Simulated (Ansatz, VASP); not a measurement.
## One calculation of Mg, two programs

```
Mg
1.0
     3.13404    0.00000    0.00000
    -1.56702    2.71416    0.00000
     0.00000    0.00000    5.08114
Mg
2
Direct
  0.33333 0.66667 0.25000
  0.66667 0.33333 0.75000
```

Alike in both runs: functional PBEsol; k mesh 16 × 16 × 10; occupations gaussian, width 0.05 eV; no spin polarisation.

Ansatz relaxed the structure, and its values are those at the end. VASP's run is a single point on that final structure, the one shown.

|  | VASP | Ansatz |
| --- | --- | --- |
| version | VASP 6.6.1 | Ansatz 0.2.0 |
| potentials or method | VASP PAW PBE potentials, release 64 (Mg) | scalar-relativistic, plane waves, PAW |
| plane-wave cutoff (eV) | 520 | 420 |
| valence electrons in the cell | 4 | 20 |

Ansatz gave:

```
gap on the k mesh at the Fermi level (eV) : none
pressure (GPa)                            : 1.7
```

**Question.** Which values does VASP return?

**Answer.** gap on the k mesh at the Fermi level (eV): none; pressure (GPa): 1.6.

A gap of «none» marks a metal or a gap that the smearing closes. The two sets of potentials don't hold the same shells in valence.

Caveats: the PAW data sets were made with another functional, which shifts forces and pressure a little (VASP).
